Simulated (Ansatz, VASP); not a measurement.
**Al2Cu: VASP beside Ansatz**

```
CELL_PARAMETERS angstrom
4.04970 0.00000 0.00000
0.00000 4.04970 0.00000
0.00000 0.00000 2.85224
ATOMIC_POSITIONS crystal
Cu 0.00000 0.00000 0.00000
Al 0.00000 0.50000 0.50000
Al 0.50000 0.00000 0.50000
```

Change from the starting cell: volume scaled by 0.96.

Alike in both runs: task single point; functional PBE; k mesh 7 × 7 × 9; occupations fermi-dirac, width 0.05 eV; no spin polarisation.

|  | VASP | Ansatz |
| --- | --- | --- |
| version | VASP 6.6.1 | Ansatz 0.2.0 |
| potentials or method | VASP PAW PBE potentials, release 64 (Cu, Al) | Ansatz PAW |
| plane-wave cutoff (eV) | 520 | 420 |
| valence electrons in the cell | 17 | 25 |

Ansatz gave:

```
gap on the k mesh at the Fermi level (eV)       : none
pressure (GPa)                                  : 4.7
largest component of the traceless stress (GPa) : 0.55
```

**Question.** Which values does VASP return?

**Answer.** gap on the k mesh at the Fermi level (eV): none; pressure (GPa): 4.8; largest component of the traceless stress (GPa): 0.54.

A gap of «none» marks a metal or a gap that the smearing closes. The functional is the same, so the differences come from potentials, cutoffs and numerics. The two sets of potentials don't hold the same shells in valence.
